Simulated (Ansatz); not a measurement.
Relaxed CoPt (CuAu type, space group P4/mmm):

```xyz
2
Lattice="2.6948 0.0000 0.0000 0.0000 2.6948 0.0000 0.0000 0.0000 3.7242" Properties=species:S:1:pos:R:3 pbc="T T T"
Co     1.3474     1.3474     1.8621
Pt     0.0000     0.0000     0.0000
```

These are PBE (plane waves to 420 eV, PAW, scalar-relativistic; Ansatz, a program for electronic structure) values and carry that method's errors. k mesh 14×14×10 (Γ-centred), Fermi-Dirac smearing 0.05 eV. With partly filled bands, energies and forces of such displacements shift with the k mesh and the smearing. CoPt was relaxed with its symmetry unable to fall. Relaxed CoPt ends ferromagnetic. Spin-orbit coupling is left out, though Pt is heavy. Other magnetic orders were not checked, so this need not be the ground state.

One atom of the cell was then moved (with its periodic images), all else fixed, and the forces (eV/Å) came out as:

```
atom      Fx      Fy      Fz
----  ------  ------  ------
Co1    0.398   0.398   0.741
Pt2   -0.398  -0.398  -0.741
```

With two atoms only their relative shift counts; take Co1 as fixed.

**Question.** Which atom was moved, and by which vector (Å)?

**Answer.** Pt2, by (0.09, 0.09, 0.09), 0.16 Å in all.

(A displaced cell: forces are minus the slopes of the energy, force constants its curvatures, and phonons follow from these.)
